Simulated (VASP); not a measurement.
# Fe (Im-3m) in VASP: notebook

Aim: see how the results for Fe move with the level of theory and the settings. Levels: LDA, PBEsol. Tasks: band structure.

Program: VASP 6.6.1. These are calculated values, not measurements. Logs are shortened: lines on timing, memory, paths and dates and some standing lists are left out, and cuts for length are marked.

### 1 Starting point

Symmetry: Im-3m, No. 229, cubic system. The conventional cell has a = 2.886 Å, b = 2.886 Å, c = 2.886 Å, α = 90.00°, β = 90.00°, γ = 90.00°. Around Fe (site symmetry m-3m) lie 8 Fe at 2.50 Å.

### 2 Band structure, LDA, collinear spin, ferromagnetic start

The input, INCAR:

```
SYSTEM = Fe
ALGO = Fast
EDIFF = 1E-6
ENCUT = 520
ISIF = 2
ISMEAR = -1
ISPIN = 2
LASPH = .TRUE.
LCHARG = .FALSE.
LMAXMIX = 4
LORBIT = 11
LREAL = .FALSE.
LWAVE = .FALSE.
MAGMOM = 3
NBANDS = 14
NELM = 150
PREC = Accurate
SIGMA = 0.05
```

The input, KPOINTS:

```
k-points
0
G
  13 13 13
  0 0 0
```

The input, POSCAR:

```
Fe
1.0
   -1.4430000000      1.4430000000      1.4430000000
    1.4430000000     -1.4430000000      1.4430000000
    1.4430000000      1.4430000000     -1.4430000000
Fe
1
Direct
    0.0000000000      0.0000000000      0.0000000000
```

The input, KPOINTS_OPT:

```
path GHNGPH,PN
15
line-mode
reciprocal
 0.0000000000  0.0000000000  0.0000000000  G
 0.5000000000 -0.5000000000  0.5000000000  H

 0.5000000000 -0.5000000000  0.5000000000  H
 0.0000000000  0.0000000000  0.5000000000  N

 0.0000000000  0.0000000000  0.5000000000  N
 0.0000000000  0.0000000000  0.0000000000  G

 0.0000000000  0.0000000000  0.0000000000  G
 0.2500000000  0.2500000000  0.2500000000  P

 0.2500000000  0.2500000000  0.2500000000  P
 0.5000000000 -0.5000000000  0.5000000000  H

 0.2500000000  0.2500000000  0.2500000000  P
 0.0000000000  0.0000000000  0.5000000000  N
```

Potentials or basis: VASP PAW LDA potentials, release 64 (Fe).

On the command line:

```bash
$ cat potpaw_LDA.64/Fe/POTCAR > POTCAR
$ mpirun -np 1 vasp_std > vasp.out
```

OUTCAR:

```text
SYSTEM = Fe
   EDIFF = 1E-6
   ENCUT = 520
   ISIF = 2
   ISMEAR = -1
   ISPIN = 2
   LASPH = .TRUE.
   LORBIT = 11
   LREAL = .FALSE.
   NELM = 150
   PREC = Accurate

 ion  position               nearest neighbor table
   1  0.000  0.000  0.000-

  LATTYP: Found a body centered cubic cell.
 ALAT       =     2.8860000000

  Lattice vectors:

 A1 = (  -1.4430000000,   1.4430000000,   1.4430000000)
 A2 = (   1.4430000000,  -1.4430000000,   1.4430000000)
 A3 = (   1.4430000000,   1.4430000000,  -1.4430000000)

Analysis of symmetry for initial positions (statically):
=====================================================================
 Subroutine PRICEL returns:
 Original cell was already a primitive cell.

 Routine SETGRP: Setting up the symmetry group for a
 body centered cubic supercell.

 Subroutine GETGRP returns: Found 48 space group operations
 (whereof 48 operations were pure point group operations)
 out of a pool of 48 trial point group operations.

The static configuration has the point symmetry O_h .

Analysis of symmetry for dynamics (positions and initial velocities):
=====================================================================
 Subroutine PRICEL returns:
 Original cell was already a primitive cell.

 Routine SETGRP: Setting up the symmetry group for a
 body centered cubic supercell.

 Subroutine GETGRP returns: Found 48 space group operations
 (whereof 48 operations were pure point group operations)
 out of a pool of 48 trial point group operations.

The dynamic configuration has the point symmetry O_h .

Analysis of structural, dynamic, and magnetic symmetry:
=====================================================================
 Subroutine PRICEL returns:
 Original cell was already a primitive cell.

 Routine SETGRP: Setting up the symmetry group for a
 body centered cubic supercell.

 Subroutine GETGRP returns: Found 48 space group operations
 (whereof 48 operations were pure point group operations)
 out of a pool of 48 trial point group operations.

The overall configuration has the point symmetry O_h .

 Subroutine INISYM returns: Found 48 space group operations
 (whereof 48 operations are pure point group operations),
 and found     1 'primitive' translations

----------------------------------------------------------------------------------------

                                     Primitive cell

  volume of cell :      12.0187

  direct lattice vectors                    reciprocal lattice vectors
    -1.443000000  1.443000000  1.443000000     0.000000000  0.346500347  0.346500347
     1.443000000 -1.443000000  1.443000000     0.346500347  0.000000000  0.346500347
     1.443000000  1.443000000 -1.443000000     0.346500347  0.346500347  0.000000000

  length of vectors
     2.499349315  2.499349315  2.499349315     0.490025489  0.490025489  0.490025489
[... 124 lines left out ...]
  free energy    TOTEN  =        -9.06992131 eV

  energy without entropy =       -9.05943849  energy(sigma->0) =       -9.06467990

 E-fermi :   5.0899     XC(G=0): -13.1035

 val. band max:        5.0719706583   @ k =   0.3846   0.0000   0.0000
 cond. band min:       5.0960332194   @ k =  -0.4615   0.4615   0.4615
 fundamental gap:      0.0240625611
 Fermi energy:         5.0899356761

 spin component 1

 k-point     1 :       0.0000    0.0000    0.0000
  band No.  band energies     occupation
      1      -3.0822      1.00000
      2       2.9348      1.00000
      3       2.9348      1.00000
      4       2.9348      1.00000
      5       4.1693      1.00000
      6       4.1693      1.00000
      7      29.4392      0.00000
      8      29.4392      0.00000
      9      29.4392      0.00000
     10      34.2186      0.00000
     11      34.2186      0.00000
     12      36.2072      0.00000
     13      36.2296      0.00000
     14      36.2301      0.00000
[... 379 lines left out ...]
      3       2.5356      1.00000
      4       4.1027      1.00000
      5       4.2638      1.00000
      6       5.2054      0.09036
      7      17.9030      0.00000
      8      21.9304      0.00000
      9      23.4945      0.00000
     10      31.0131      0.00000
     11      34.6856      0.00000
     12      36.9816      0.00000
     13      38.8003      0.00000
     14      42.0057      0.00000

 [... further k-points ...]

 spin component 2

 k-point     1 :       0.0000    0.0000    0.0000
  band No.  band energies     occupation
      1      -2.7340      1.00000
      2       4.7145      0.99945
      3       4.7145      0.99945
      4       4.7145      0.99945
      5       6.4352      0.00000
      6       6.4352      0.00000
      7      29.5592      0.00000
      8      29.5592      0.00000
      9      29.5592      0.00000
     10      34.6518      0.00000
     11      34.6518      0.00000
     12      37.0778      0.00000
     13      37.1066      0.00000
     14      37.1067      0.00000
[... 379 lines left out ...]
      3       4.0352      1.00000
      4       6.2883      0.00000
      5       6.5493      0.00000
      6       7.0438      0.00000
      7      18.7334      0.00000
      8      22.5055      0.00000
      9      24.1915      0.00000
     10      31.3578      0.00000
     11      35.3354      0.00000
     12      37.4114      0.00000
     13      39.2715      0.00000
     14      42.5861      0.00000

 [... further k-points ...]

------------------------ aborting loop because EDIFF is reached ----------------------------------------

  FORCE on cell =-STRESS in cart. coord.  units (eV):
  Direction    XX          YY          ZZ          XY          YZ          ZX
  --------------------------------------------------------------------------------------
  -------------------------------------------------------------------------------------
  Total       -2.0145791     -2.0145791     -2.0145791     -0.0000000      0.0000000      0.0000000
  in kB     -268.5566528   -268.5566528   -268.5566528     -0.0000000      0.0000000      0.0000000
  external PRESSURE =    -268.5566528 kB  Pullay stress =       0.0000000 kB

 VOLUME and BASIS-vectors are now :
 -----------------------------------------------------------------------------
  energy-cutoff  :      520.00
  volume of cell :       12.02
      direct lattice vectors                 reciprocal lattice vectors
    -1.443000000  1.443000000  1.443000000     0.000000000  0.346500347  0.346500347
     1.443000000 -1.443000000  1.443000000     0.346500347  0.000000000  0.346500347
     1.443000000  1.443000000 -1.443000000     0.346500347  0.346500347  0.000000000

 POSITION                                       TOTAL-FORCE (eV/Angst)
 -----------------------------------------------------------------------------------
      0.00000      0.00000      0.00000         0.000000     -0.000000      0.000000
 -----------------------------------------------------------------------------------
    total drift:                                0.000000      0.000000      0.000000

  FREE ENERGIE OF THE ION-ELECTRON SYSTEM (eV)
  ---------------------------------------------------
  free  energy   TOTEN  =        -9.0699213116 eV

  energy  without entropy=       -9.0594384911  energy(sigma->0) =       -9.06467990

 total charge

# of ion       s       p       d       tot
------------------------------------------
    1        0.465   0.486   6.218   7.170

 magnetization (x)

# of ion       s       p       d       tot
------------------------------------------
    1       -0.012  -0.039   2.198   2.147
```

Wall time 36 s (1 thread of Intel Xeon 6975P-C (Granite Rapids), shared host); peak memory 0.15 GiB.

What came out:

| Item | Value |
| --- | --- |
| Free energy | -9.0699 eV |
| Pressure | -26.9 GPa |
| Band gap along the path | none (metal or under the smearing width) |
| Net moment | 2.16 μB per cell |
| Site moments | Fe +2.15 μB |
| Valence electrons inside the program's atomic spheres | Fe 7.17 |

Levels at the corners of the path, in eV from the Fermi level:
Spin up:
| point | band 2 | band 3 | band 4 | band 5 | band 6 | band 7 | band 8 | band 9 |
| --- | --- | --- | --- | --- | --- | --- | --- | --- |
| Γ | -2.16 | -2.16 | -2.16 | -0.92 | -0.92 | 24.35 | 24.35 | 24.35 |
| H | -4.44 | 0.10 | 0.10 | 0.10 | 9.42 | 9.42 | 9.42 | 15.11 |
| H | -4.44 | 0.10 | 0.10 | 0.10 | 9.42 | 9.42 | 9.42 | 15.11 |
| N | -3.16 | -0.90 | -0.75 | 0.35 | 0.46 | 6.87 | 17.79 | 19.20 |
| N | -3.16 | -0.90 | -0.75 | 0.35 | 0.46 | 6.87 | 17.79 | 19.20 |
| Γ | -2.16 | -2.16 | -2.16 | -0.92 | -0.92 | 24.35 | 24.35 | 24.35 |
| Γ | -2.16 | -2.16 | -2.16 | -0.92 | -0.92 | 24.35 | 24.35 | 24.35 |
| P | -3.03 | -3.03 | -0.72 | -0.72 | 8.23 | 8.23 | 8.23 | 10.08 |
| P | -3.03 | -3.03 | -0.72 | -0.72 | 8.23 | 8.23 | 8.23 | 10.08 |
| H | -4.44 | 0.10 | 0.10 | 0.10 | 9.42 | 9.42 | 9.42 | 15.11 |
| P | -3.03 | -3.03 | -0.72 | -0.72 | 8.23 | 8.23 | 8.23 | 10.08 |
| N | -3.16 | -0.90 | -0.75 | 0.35 | 0.46 | 6.87 | 17.79 | 19.20 |
Spin down:
```tsv
point	band 1	band 2	band 3	band 4	band 5	band 6	band 7	band 8
Γ	-7.82	-0.38	-0.38	-0.38	1.34	1.34	24.47	24.47
H	-2.86	-2.86	2.12	2.12	2.12	9.86	9.86	9.86
H	-2.86	-2.86	2.12	2.12	2.12	9.86	9.86	9.86
N	-3.39	-1.54	0.80	1.26	1.57	2.40	8.17	18.07
N	-3.39	-1.54	0.80	1.26	1.57	2.40	8.17	18.07
Γ	-7.82	-0.38	-0.38	-0.38	1.34	1.34	24.47	24.47
Γ	-7.82	-0.38	-0.38	-0.38	1.34	1.34	24.47	24.47
P	-1.66	-1.66	-1.66	1.61	1.61	9.20	9.20	9.20
P	-1.66	-1.66	-1.66	1.61	1.61	9.20	9.20	9.20
H	-2.86	-2.86	2.12	2.12	2.12	9.86	9.86	9.86
P	-1.66	-1.66	-1.66	1.61	1.61	9.20	9.20	9.20
N	-3.39	-1.54	0.80	1.26	1.57	2.40	8.17	18.07
```

Caveat: so large a pressure means that the cell lies far from this level's equilibrium, or that cutoff or potentials fall short.

### 3 Band structure, PBEsol, collinear spin, ferromagnetic start

POSCAR is that of step 2.

The input, INCAR.step1:

```
SYSTEM = Fe
PREC = Accurate
ENCUT = 520
EDIFF = 1E-7
ISMEAR = -1
SIGMA = 0.05
LREAL = .FALSE.
LASPH = .TRUE.
NELM = 100
ALGO = Fast
ISIF = 2
LWAVE = .FALSE.
LCHARG = .TRUE.
ISPIN = 2
MAGMOM = 3
LORBIT = 11
LMAXMIX = 4
GGA = PS
NBANDS = 14
```

The input, KPOINTS.step1:

```
Automatic mesh
0
G
  13 13 13
  0 0 0
```

The input, INCAR.step2:

```
SYSTEM = Fe
PREC = Accurate
ENCUT = 520
EDIFF = 1E-7
ISMEAR = 0
SIGMA = 0.05
LREAL = .FALSE.
LASPH = .TRUE.
NELM = 100
ALGO = Fast
ISIF = 2
LWAVE = .FALSE.
LCHARG = .FALSE.
ISPIN = 2
MAGMOM = 3
LORBIT = 11
LMAXMIX = 4
GGA = PS
NBANDS = 14
ICHARG = 11
```

The input, KPOINTS.step2:

```
path GHNGPH,PN
20
line-mode
reciprocal
 0.0000000000  0.0000000000  0.0000000000  G
 0.5000000000 -0.5000000000  0.5000000000  H

 0.5000000000 -0.5000000000  0.5000000000  H
 0.0000000000  0.0000000000  0.5000000000  N

 0.0000000000  0.0000000000  0.5000000000  N
 0.0000000000  0.0000000000  0.0000000000  G

 0.0000000000  0.0000000000  0.0000000000  G
 0.2500000000  0.2500000000  0.2500000000  P

 0.2500000000  0.2500000000  0.2500000000  P
 0.5000000000 -0.5000000000  0.5000000000  H

 0.2500000000  0.2500000000  0.2500000000  P
 0.0000000000  0.0000000000  0.5000000000  N
```

Potentials or basis: VASP PAW PBE potentials, release 64 (Fe).

On the command line:

```bash
$ cat potpaw_PBE.64/Fe/POTCAR > POTCAR
$ cp INCAR.step1 INCAR
$ cp KPOINTS.step1 KPOINTS
$ mpirun -np 1 vasp_std > vasp.out
$ cp INCAR.step2 INCAR
$ cp KPOINTS.step2 KPOINTS
$ mpirun -np 1 vasp_std > vasp.out
```

Wall time 35 s (1 thread of Intel Xeon 6975P-C (Granite Rapids), shared host); peak memory 0.15 GiB.

The run converged. Its results:

```yaml
Band_gap_along_the_path: none (metal or under the smearing width)
Net_moment: 2.29 μB per cell
```

Levels at the corners of the path, in eV from the Fermi level:
Spin up:
```tsv
point	band 1	band 2	band 3	band 4	band 5	band 6	band 7	band 8	band 9	band 10
Γ	-8.16	-2.20	-2.20	-2.20	-1.04	-1.04	24.41	24.41	24.41	29.16
H	-4.51	-4.51	0.03	0.03	0.03	9.48	9.48	9.48	15.07	15.07
H	-4.51	-4.51	0.03	0.03	0.03	9.48	9.48	9.48	15.07	15.07
N	-4.64	-3.20	-1.00	-0.87	0.28	0.49	6.84	17.84	19.29	22.61
N	-4.64	-3.20	-1.00	-0.87	0.28	0.49	6.84	17.84	19.29	22.61
Γ	-8.16	-2.20	-2.20	-2.20	-1.04	-1.04	24.41	24.41	24.41	29.16
Γ	-8.16	-2.20	-2.20	-2.20	-1.04	-1.04	24.41	24.41	24.41	29.16
P	-3.06	-3.06	-3.06	-0.84	-0.84	8.22	8.22	8.22	10.12	37.88
P	-3.06	-3.06	-3.06	-0.84	-0.84	8.22	8.22	8.22	10.12	37.88
H	-4.51	-4.51	0.03	0.03	0.03	9.48	9.48	9.48	15.07	15.07
P	-3.06	-3.06	-3.06	-0.84	-0.84	8.22	8.22	8.22	10.12	37.88
N	-4.64	-3.20	-1.00	-0.87	0.28	0.49	6.84	17.84	19.29	22.61
```
Spin down:
| point | band 1 | band 2 | band 3 | band 4 | band 5 | band 6 |
| --- | --- | --- | --- | --- | --- | --- |
| Γ | -7.92 | -0.16 | -0.16 | -0.16 | 1.68 | 1.68 |
| H | -2.67 | -2.67 | 2.36 | 2.36 | 2.36 | 9.83 |
| H | -2.67 | -2.67 | 2.36 | 2.36 | 2.36 | 9.83 |
| N | -3.29 | -1.36 | 0.67 | 1.56 | 1.91 | 2.64 |
| N | -3.29 | -1.36 | 0.67 | 1.56 | 1.91 | 2.64 |
| Γ | -7.92 | -0.16 | -0.16 | -0.16 | 1.68 | 1.68 |
| Γ | -7.92 | -0.16 | -0.16 | -0.16 | 1.68 | 1.68 |
| P | -1.55 | -1.55 | -1.55 | 1.96 | 1.96 | 9.20 |
| P | -1.55 | -1.55 | -1.55 | 1.96 | 1.96 | 9.20 |
| H | -2.67 | -2.67 | 2.36 | 2.36 | 2.36 | 9.83 |
| P | -1.55 | -1.55 | -1.55 | 1.96 | 1.96 | 9.20 |
| N | -3.29 | -1.36 | 0.67 | 1.56 | 1.91 | 2.64 |

Caveat: the log is that of the step along the path at fixed density, whose energy, stress, charges and moments have no meaning; the PAW data sets were made with another functional, which shifts forces and pressure a little.
